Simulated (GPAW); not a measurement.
## CdS (Greenockite): band structure with GLLB-SC

**Experimental background.**

“Isotope dependence of band-gap energy”, 2008, arxiv:0807.2152 quotes, for a bulk crystal of CdS: band gap 2.5809 ± 0.0002 eV.

Crystal: CdS (Greenockite).

```
Cd S
1.0
     4.15000    0.00000    0.00000
    -2.07500    3.59401    0.00000
     0.00000    0.00000    6.73700
Cd S
2 2
Direct
  0.66667 0.33333 0.50000
  0.33333 0.66667 0.00000
  0.66667 0.33333 0.87500
  0.33333 0.66667 0.37500
```

```yaml
Program: GPAW 26.7.0
Task: band structure
Functional: GLLB-SC
Potentials_or_basis: the program's PAW data sets (release 1.2.1) made for this functional
Cutoff: 600 eV
Basis: pw
k_mesh: 5 × 5 × 3
Occupations: fermi-dirac, width 0.05 eV
Spin: no spin polarisation
Maxiter: 150
Band_path: GMKGALHA,LM,KH
Band_points: 80
```

The band gap on the k mesh with the derivative discontinuity is 2.44 eV and the band gap of the Kohn-Sham levels is 1.69 eV. The derivative discontinuity is 0.75 eV.

Levels at the corners of the path, in eV from the valence-band top:
```
point  band 16  band 17  band 18  band 19  band 20  band 21
    Γ    -0.03     0.00     0.00     1.69     3.17     6.79
    M    -1.75    -1.19    -0.69     4.04     4.23     5.52
    K    -1.72    -1.72    -1.50     5.10     5.31     5.31
    Γ    -0.03     0.00     0.00     1.69     3.17     6.79
    A    -0.37    -0.37    -0.37     3.24     3.24     6.56
    L    -1.25    -1.24    -1.24     3.88     3.88     5.72
    H    -2.24    -1.04    -1.04     4.71     4.71     6.53
    A    -0.37    -0.37    -0.37     3.24     3.24     6.56
    L    -1.25    -1.24    -1.24     3.88     3.88     5.72
    M    -1.75    -1.19    -0.69     4.04     4.23     5.52
    K    -1.72    -1.72    -1.50     5.10     5.31     5.31
    H    -2.24    -1.04    -1.04     4.71     4.71     6.53
```

It took 2.2 min on 1 thread of Arm Neoverse V2, with other jobs on the host, peak memory 0.51 GiB.

A measured gap of CdS is 2.5809 eV (quoted in “Isotope dependence of band-gap energy”, 2008, arxiv:0807.2152); the calculated 2.44 eV misses it by -0.14 eV. Spin-orbit coupling on Cd is left out. The value is that of GLLB-SC, without temperature or zero-point motion.

Caveat: the GLLB-SC gap is the Kohn-Sham gap of the path plus the derivative discontinuity; a model potential gives levels but no total energy.
